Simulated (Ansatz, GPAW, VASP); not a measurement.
## ZrC: 5 runs at one level of theory

```xyz
2
Lattice="0.0000 2.3650 2.3650 2.3650 0.0000 2.3650 2.3650 2.3650 0.0000" Properties=species:S:1:pos:R:3 pbc="T T T"
Zr    2.3650    2.3650    2.3650
C     0.0000    0.0000    0.0000
```

Alike in all runs: task single point; functional PBEsol; k mesh 10 × 10 × 10; occupations gaussian, width 0.1 eV; no spin polarisation; no spin-orbit coupling. Pressure is positive in compression and, in plane waves, holds the error of the finite cutoff, which Ansatz's Pulay term estimates and takes out.

| program and potentials | plane-wave cutoff (eV) | notes | band gap (eV) | pressure (GPa) |
| --- | --- | --- | --- | --- |
| Ansatz, Ansatz PAW | 420 | potentials made for PBE, which Ansatz adapts in part; Pulay term of +0.20 GPa included | no gap | -8.51 |
| VASP, PBE PAW files C, Zr_sv, release 54, 520 eV | 520 | potentials made for PBE | no gap | -8.17 |
| VASP, PBE PAW files C_GW, Zr_sv_GW, 550 eV | 550 | potentials made for PBE | no gap | -8.94 |
| GPAW, PAW data sets generated for this functional | 800 | - | no gap | -9.32 |
| Ansatz, all-electron LAPW, scalar-relativistic | - | - | no gap | -8.45 |

None finds a gap. The pressure spans -9.32 (GPAW, PAW data sets generated for this functional) to -8.17 GPa (VASP, PBE PAW files C, Zr_sv, release 54, 520 eV), with all-electron results at -8.45.

Differences between rows come from potentials, basis sets and numerical settings, since the functional is the same but for its coding. Runs on potential files found faulty are left out.
